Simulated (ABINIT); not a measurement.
ZnS:

```
Zn S
1.0
     0.00000    2.70200    2.70200
     2.70200    0.00000    2.70200
     2.70200    2.70200    0.00000
Zn S
1 1
Direct
  0.75000 0.75000 0.75000
  0.00000 0.00000 0.00000
```

Base run:

```yaml
Program: ABINIT 10.8.3 (patched build)
Functional: PBEsol
Potentials_or_basis: JTH PAW PBE v2.0
Cutoff: 544 eV
k_mesh: 9 × 9 × 9
Occupations: fermi-dirac, width 0.05 eV
Spin: no spin polarisation
```

Its results: band gap on the k mesh 1.96 eV, direct.

Problem. After a change of settings the same cell gave: band gap on the k mesh 2.09 eV, direct. Which change was it?
A. functional from PBEsol to LDA; potentials or basis from JTH PAW PBE v2.0 to PseudoDojo NC SR LDA v0.4.1 standard; cutoff from 544 eV to 980 eV; valence electrons from 18 to 26
B. functional from PBEsol to LDA-PZ; potentials or basis from JTH PAW PBE v2.0 to JTH PAW LDA v2.0
C. functional from PBEsol to WC
D. functional from PBEsol to BLYP

Solution. D.

Runs at the PBE level aren't shown here.
